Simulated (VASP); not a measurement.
# Ni (Fm-3m) in VASP: band structure with PBE

Aim: the band structure of Ni with PBE.

Program: VASP 6.6.1. These are calculated values, not measurements. Logs are shortened: lines on timing, memory, paths and dates and some standing lists are left out, and cuts for length are marked.

### 1 Starting point

It takes space group Fm-3m (No. 225, cubic). The conventional cell has a = 3.511 Å, b = 3.511 Å, c = 3.511 Å, α = 90.00°, β = 90.00°, γ = 90.00°. Around Ni (site symmetry m-3m) lie 12 Ni at 2.48 Å.

### 2 Band structure, PBE

Input file INCAR:

```
  PREC = Accurate
  ENCUT = 520
  EDIFF = 1E-7
  ISMEAR = 0
  SIGMA = 0.1
  LREAL = False
  LASPH = True
  NELM = 60
  ALGO = Normal
  ISIF = 2
  LWAVE = False
  LCHARG = False
  LMAXMIX = 4
  GGA = PE
  NBANDS = 11
```

Input file KPOINTS:

```
Automatic mesh
0
Gamma
  20 20 20
```

Input file POSCAR:

```
Ni                                      
1.0
   -0.0000000000      1.7557115533      1.7557115533
    1.7557115533      0.0000000000      1.7557115533
    1.7557115533      1.7557115533      0.0000000000
  Ni            
     1
Direct
     0.0000000000000000    0.0000000000000000    0.0000000000000000
```

Input file KPOINTS_OPT:

```
path GXWKGLUWLK,UX
10
line-mode
reciprocal
 0.0000000000  0.0000000000  0.0000000000  G
 0.5000000000  0.0000000000  0.5000000000  X

 0.5000000000  0.0000000000  0.5000000000  X
 0.5000000000  0.2500000000  0.7500000000  W

 0.5000000000  0.2500000000  0.7500000000  W
 0.3750000000  0.3750000000  0.7500000000  K

 0.3750000000  0.3750000000  0.7500000000  K
 0.0000000000  0.0000000000  0.0000000000  G

 0.0000000000  0.0000000000  0.0000000000  G
 0.5000000000  0.5000000000  0.5000000000  L

 0.5000000000  0.5000000000  0.5000000000  L
 0.6250000000  0.2500000000  0.6250000000  U

 0.6250000000  0.2500000000  0.6250000000  U
 0.5000000000  0.2500000000  0.7500000000  W

 0.5000000000  0.2500000000  0.7500000000  W
 0.5000000000  0.5000000000  0.5000000000  L

 0.5000000000  0.5000000000  0.5000000000  L
 0.3750000000  0.3750000000  0.7500000000  K

 0.6250000000  0.2500000000  0.6250000000  U
 0.5000000000  0.0000000000  0.5000000000  X
```

Potentials or basis: VASP PAW PBE potentials, release 64 (Ni).

Launch:

```
$ cat potpaw_PBE.64/Ni/POTCAR > POTCAR
$ mpirun -np 1 vasp_std > vasp.out
```

OUTCAR:

```text
PREC = Accurate
   ENCUT = 520
   EDIFF = 1E-7
   ISMEAR = 0
   LREAL = False
   LASPH = True
   NELM = 60
   ISIF = 2
   GGA = PE

 ion  position               nearest neighbor table
   1  0.000  0.000  0.000-

  LATTYP: Found a face centered cubic cell.
 ALAT       =     3.5114231066

  Lattice vectors:

 A1 = (   0.0000000000,   1.7557115533,   1.7557115533)
 A2 = (   1.7557115533,   0.0000000000,   1.7557115533)
 A3 = (   1.7557115533,   1.7557115533,   0.0000000000)

Analysis of symmetry for initial positions (statically):
=====================================================================
 Subroutine PRICEL returns:
 Original cell was already a primitive cell.

 Routine SETGRP: Setting up the symmetry group for a
 face centered cubic supercell.

 Subroutine GETGRP returns: Found 48 space group operations
 (whereof 48 operations were pure point group operations)
 out of a pool of 48 trial point group operations.

The static configuration has the point symmetry O_h .

Analysis of symmetry for dynamics (positions and initial velocities):
=====================================================================
 Subroutine PRICEL returns:
 Original cell was already a primitive cell.

 Routine SETGRP: Setting up the symmetry group for a
 face centered cubic supercell.

 Subroutine GETGRP returns: Found 48 space group operations
 (whereof 48 operations were pure point group operations)
 out of a pool of 48 trial point group operations.

The dynamic configuration has the point symmetry O_h .

 Subroutine INISYM returns: Found 48 space group operations
 (whereof 48 operations are pure point group operations),
 and found     1 'primitive' translations

----------------------------------------------------------------------------------------

                                     Primitive cell

  volume of cell :      10.8240

  direct lattice vectors                    reciprocal lattice vectors
     0.000000000  1.755711553  1.755711553    -0.284784821  0.284784821  0.284784821
     1.755711553  0.000000000  1.755711553     0.284784821 -0.284784821  0.284784821
     1.755711553  1.755711553  0.000000000     0.284784821  0.284784821 -0.284784821

  length of vectors
     2.482951090  2.482951090  2.482951090     0.493261779  0.493261779  0.493261779

  position of ions in fractional coordinates (direct lattice)
     0.000000000  0.000000000  0.000000000

  ion indices of the primitive-cell ions
   primitive index   ion index
[... 73 lines left out ...]
   EDIFF  = 0.1E-06   stopping-criterion for ELM
   LREAL  =      F    real-space projection
   EDIFFG = 0.1E-05   stopping-criterion for IOM
   NSW    =      0    number of steps for IOM
   IBRION =     -1    ionic relax: 0-MD 1-quasi-New 2-CG
   NFREE  =      0    steps in history (QN), initial steepest desc. (CG)
   ISIF   =      2    stress and relaxation
   ISYM   =      2    0-nonsym 1-usesym 2-fastsym
   POTIM  = 0.5000    time-step for ionic-motion
   TEBEG  =    0.0;   TEEND  =   0.0 temperature during run
   PSTRESS=    0.0 pullay stress
   NELECT =      10.0000    total number of electrons
   NUPDOWN=      -1.0000    fix difference up-down
   EMIN   =  10.00;   EMAX   =-10.00  energy-range for DOS
   EFERMI =   0.00;   METHOD = LEGACY
   ISMEAR =     0;   SIGMA  =   0.10  broadening in eV -4-tet -1-fermi 0-gaus
   EFERMI_NEDOS =   21; number of points for ismear=-14 and -15
   IALGO  =     38    algorithm
   IMIX   =      4    mixing-type and parameters
     AMIX     =   0.40;   BMIX     =  1.00
     AMIX_MAG =   1.60;   BMIX_MAG =  1.00
  volume/ion in A,a.u.               =      10.82        73.04
  Fermi-wavevector in a.u.,A,eV,Ry     =   1.594453  3.013079 34.589815  2.542280
  Thomas-Fermi vector in A             =   2.692525
   LORBIT       =      0    0 simple, 1 ext, 2 COOP (PROOUT), +10 PAW based schemes
   GGA     = PE    functional components
   LHFCALC =     F    Hartree Fock is set to
   AEXX    =    0.0000 exact exchange contribution
   IVDW    =     0    specifies the selected vdW correction
   LEPSILON=     F    determine dielectric tensor
   LRPA    =     F    only Hartree local field effects (RPA)
 non-spin polarized calculation
 Gauss-broadening in eV      SIGMA  =   0.10
  energy-cutoff  :      520.00
  volume of cell :       10.82
 maximum number of plane-waves:       303
   NGX =  9   NGY =  9   NGZ =  9

 number of electron      10.0000012 magnetization

 Free energy of the ion-electron system (eV)
  ---------------------------------------------------
  ext. energy  EPLUGINS =         0.00000000
  ---------------------------------------------------
  free energy    TOTEN  =        -5.42354231 eV

  energy without entropy =       -5.40453491  energy(sigma->0) =       -5.41403861

 E-fermi :   9.2518     XC(G=0): -13.2843

 val. band max:        9.2481153639   @ k =  -0.4000   0.3500   0.1000
 cond. band min:       9.2547599895   @ k =  -0.4500   0.3000   0.0000
 fundamental gap:      0.0066446257
 Fermi energy:         9.2517642465

 k-point     1 :       0.0000    0.0000    0.0000
  band No.  band energies     occupation
      1       0.3857      2.00000
      2       7.3977      2.00000
      3       7.3977      2.00000
      4       7.3977      2.00000
      5       8.5033      2.00000
      6       8.5033      2.00000
      7      33.1346      0.00000
      8      37.1087      0.00000
      9      37.1087      0.00000
     10      37.1087      0.00000
     11      40.1283      0.00000
[... 309 lines left out ...]
 k-point    24 :      -0.3500    0.0500    0.0000
  band No.  band energies     occupation
      1       4.3624      2.00000
      2       7.4220      2.00000
      3       7.4614      2.00000
      4       7.4824      2.00000
      5       8.9055      2.00000
      6       9.2369      1.16652
      7      18.7581      0.00000
      8      31.1755      0.00000
      9      33.5724      0.00000
     10      35.5160      0.00000
     11      37.4479      0.00000

 [... further k-points ...]
[... 5 lines left out ...]
  --------------------------------------------------------------------------------------
  -------------------------------------------------------------------------------------
  Total       -0.0010758     -0.0010758     -0.0010758      0.0000000      0.0000000     -0.0000000
  in kB       -0.1592420     -0.1592420     -0.1592420      0.0000000      0.0000000     -0.0000000
  external PRESSURE =      -0.1592420 kB  Pullay stress =       0.0000000 kB

 VOLUME and BASIS-vectors are now :
 -----------------------------------------------------------------------------
  energy-cutoff  :      520.00
  volume of cell :       10.82
      direct lattice vectors                 reciprocal lattice vectors
     0.000000000  1.755711553  1.755711553    -0.284784821  0.284784821  0.284784821
     1.755711553  0.000000000  1.755711553     0.284784821 -0.284784821  0.284784821
     1.755711553  1.755711553  0.000000000     0.284784821  0.284784821 -0.284784821

 POSITION                                       TOTAL-FORCE (eV/Angst)
 -----------------------------------------------------------------------------------
      0.00000      0.00000      0.00000         0.000000      0.000000      0.000000
 -----------------------------------------------------------------------------------
    total drift:                               -0.000000     -0.000000     -0.000000

  FREE ENERGIE OF THE ION-ELECTRON SYSTEM (eV)
  ---------------------------------------------------
  free  energy   TOTEN  =        -5.4235423088 eV

  energy  without entropy=       -5.4045349097  energy(sigma->0) =       -5.41403861
```

stdout:

```text
POSCAR found type information on POSCAR Ni
 POSCAR found :  1 types and       1 ions
 scaLAPACK will be used
 LDA part: xc-table for (Slater+PW92), standard interpolation
 POSCAR, INCAR and KPOINTS ok, starting setup
 FFT: planning ... GRIDC
 FFT: planning ... GRID_SOFT
 FFT: planning ... GRID
 WAVECAR not read
 entering main loop
 Start KPOINTS_OPT (optional k-point list driver)
k-point batch [1-100\100]
```

It took 24 s on 1 thread of Intel Xeon Platinum 8488C (Sapphire Rapids), shared host; peak memory 0.16 GiB.

What came out:

| Quantity | Value |
| --- | --- |
| Free energy | -5.4235 eV |
| Pressure | 0.0 GPa |
| Band gap along the path | none (metal or under the smearing width) |

Levels at the corners of the path, in eV from the Fermi level:
```
point  band 3  band 4  band 5  band 6  band 7  band 8
    Γ   -1.85   -1.85   -0.75   -0.75   23.88   27.86
    X   -0.02    0.18    0.18    2.63    9.59   15.08
    X   -0.02    0.18    0.18    2.63    9.59   15.08
    W   -2.57   -0.83    0.18    8.05    8.05   10.28
    W   -2.57   -0.83    0.18    8.05    8.05   10.28
    K   -1.60   -0.59   -0.08    6.04    7.60   10.30
    K   -1.60   -0.59   -0.08    6.04    7.60   10.30
    Γ   -1.85   -1.85   -0.75   -0.75   23.88   27.86
    Γ   -1.85   -1.85   -0.75   -0.75   23.88   27.86
    L   -1.90   -0.14   -0.01   -0.01    6.12   22.38
    L   -1.90   -0.14   -0.01   -0.01    6.12   22.38
    U   -1.60   -0.59   -0.08    6.04    7.60   10.30
    U   -1.60   -0.59   -0.08    6.04    7.60   10.30
    W   -2.57   -0.83    0.18    8.05    8.05   10.28
    W   -2.57   -0.83    0.18    8.05    8.05   10.28
    L   -1.90   -0.14   -0.01   -0.01    6.12   22.38
    L   -1.90   -0.14   -0.01   -0.01    6.12   22.38
    K   -1.60   -0.59   -0.08    6.04    7.60   10.30
    U   -1.60   -0.59   -0.08    6.04    7.60   10.30
    X   -0.02    0.18    0.18    2.63    9.59   15.08
```

Caveat: the run has no spin polarisation, though such a crystal can be magnetic.
